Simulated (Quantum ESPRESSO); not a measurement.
Runs of Quantum ESPRESSO 7.5 on BP. The structure is cubic, space group F-43m (No. 216). The conventional cell has a = 4.538 Å, b = 4.538 Å, c = 4.538 Å, α = 90.00°, β = 90.00°, γ = 90.00°. Around P (site symmetry -43m) lie 4 B at 1.97 Å. Around B (site symmetry -43m) lie 4 P at 1.97 Å. 

```tsv
level	potentials or basis	spin	k mesh	k mesh of the self-consistent run	form of the LDA	gap on the mesh (eV)
PBEsol	PseudoDojo 0.4.1 SR PBEsol standard	off	6 × 6 × 6	10 × 10 × 10	-	1.23
PBEsol	PseudoDojo 0.4.1 SR PBEsol standard	off	20 × 20 × 20	20 × 20 × 20	-	1.14
LDA	PseudoDojo 0.4.1 SR LDA standard	off	6 × 6 × 6	10 × 10 × 10	PW92	(a)
PBEsol	PseudoDojo 0.4 FR PBEsol standard	non-collinear, zero start, SOC	6 × 6 × 6	10 × 10 × 10	-	1.22
```

Alike in all rows: task single point; cell as given; cutoff (eV) 1034; smearing fixed.

Fill in the values left out.

(a) 1.32.

A k mesh can miss the band edges.

Runs at the PBE level aren't shown here.
